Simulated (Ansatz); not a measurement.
A (110) slab of GaN (F-43m (No. 216)), 7 planes, outer planes GaN (top) and GaN (bottom), with 14 atoms (Ga7N7) in a surface cell of A = 14.036 Å², as cut from the bulk:

```xyz
14
Lattice="3.1504 0.0000 0.0000 0.0000 4.4554 0.0000 0.0000 0.0000 24.4513" Properties=species:S:1:pos:R:3 pbc="T T T"
Ga    1.5752    2.2277    7.5000
N     0.0000    3.3416    7.5000
Ga    0.0000    0.0000    9.0752
N     1.5752    1.1139    9.0752
Ga    1.5752    2.2277   10.6504
N     0.0000    3.3416   10.6504
Ga    0.0000    0.0000   12.2257
N     1.5752    1.1139   12.2257
Ga    1.5752    2.2277   13.8009
N     0.0000    3.3416   13.8009
Ga    0.0000    0.0000   15.3761
N     1.5752    1.1139   15.3761
Ga    1.5752    2.2277   16.9513
N     0.0000    3.3416   16.9513
```

These are results of Ansatz 0.2.0, DFT LDA, scalar-relativistic, plane waves, PAW, not measurements. Settings: cutoff 420 eV, Γ-centred mesh 8×6×1 on the computed 14-atom cell, Gaussian smearing of 0.05 eV; no spin polarisation. The cell repeats along c with a dipole correction in the vacuum.

Against the same 14 atoms in the bulk, the slab as cut lies 4.717 eV higher and the relaxed slab 3.800 eV higher.

Question: Work out the surface energy before and after relaxation.

Answer: The slab has two faces, so γ = (E_slab − N·E_bulk)/(2A), the mean of both. As cut: 4.717/(2 × 14.036) = 0.1680 eV/Å², and 1 eV/Å² = 16.02 J/m², so γ = 2.69 J/m². Relaxed: 3.800/(2 × 14.036) = 0.1354 eV/Å² = 2.17 J/m². Relaxation recovers 19 % of the cost of cutting.

Question: What is the ideal work of this cut, per area?

Answer: Griffith's ideal work is 2γ: 5.38 J/m² if the new faces stay rigid, 4.34 J/m² if they relax. One thickness was run, 7 planes, so γ can still shift with it.

The reference crystal is the zinc-blende form of GaN, which isn't its usual structure.